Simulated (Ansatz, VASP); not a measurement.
**ZnSe in VASP and in Ansatz**

```
CELL_PARAMETERS angstrom
0.00000 2.88938 2.88938
2.88938 0.00000 2.88938
2.88938 2.88938 0.00000
ATOMIC_POSITIONS crystal
Zn 0.00000 0.00000 0.00000
Se 0.75000 0.75000 0.75000
```

Change from the starting cell: volume scaled by 1.06.

Alike in both runs: task single point; functional PBE; k mesh 8 × 8 × 8; occupations fermi-dirac, width 0.03 eV; no spin polarisation.

|  | VASP | Ansatz |
| --- | --- | --- |
| version | VASP 6.6.1 | Ansatz 0.2.0 |
| potentials or method | VASP PAW PBE potentials, release 64 (Zn, Se), cutoff 520 eV | all-electron LAPW, scalar-relativistic |

|  | VASP | Ansatz | Ansatz less VASP |
| --- | --- | --- | --- |
| pressure (GPa) | -1.1 | -1.3 | -0.15 |

Ansatz ran all-electron here, so the differences hold the error of VASP's frozen core and of both bases.
